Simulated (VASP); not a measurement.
Here is a VASP 6.6.1 calculation.

File INCAR:

```
SYSTEM = TaN
PREC = Accurate
ENCUT = 900
EDIFF = 1E-6
ISMEAR = 0
SIGMA = 0.1
LREAL = .FALSE.
LASPH = .TRUE.
NELM = 60
ALGO = Normal
ISIF = 2
LWAVE = .FALSE.
LCHARG = .FALSE.
GGA = PS
NBANDS = 15
```

File KPOINTS:

```
regular mesh
0
G
  18 18 14
  0 0 0
```

The input POSCAR:

```
TaN
1.0
    2.9257600000      0.0000000000      0.0000000000
   -1.4628800000      2.5337800000      0.0000000000
    0.0000000000      0.0000000000      2.8729500000
Ta N
1 1
Direct
    0.0000000000      1.0000000000      0.5000000000
    0.6666700000      0.3333300000      0.0000000000
```

Potentials or basis: VASP PAW PBE potentials, release 64 (Ta_pv, N_h).

Launch:

```sh
$ cat potpaw_PBE.64/Ta_pv/POTCAR potpaw_PBE.64/N_h/POTCAR > POTCAR
$ mpirun -np 1 vasp_std > vasp.out
```

Estimate the pressure.

0.0 GPa.

Predict the band gap on the k mesh.

none (metal or under the smearing width).

Caveat: the cutoff is under 1.25 times the usual one of these potentials, so pressure, stress and relaxed cells hold a basis-set (Pulay) error; the PAW data sets were made with another functional, which shifts forces and pressure a little. Spin-orbit coupling is left out, which matters for the levels of Ta.
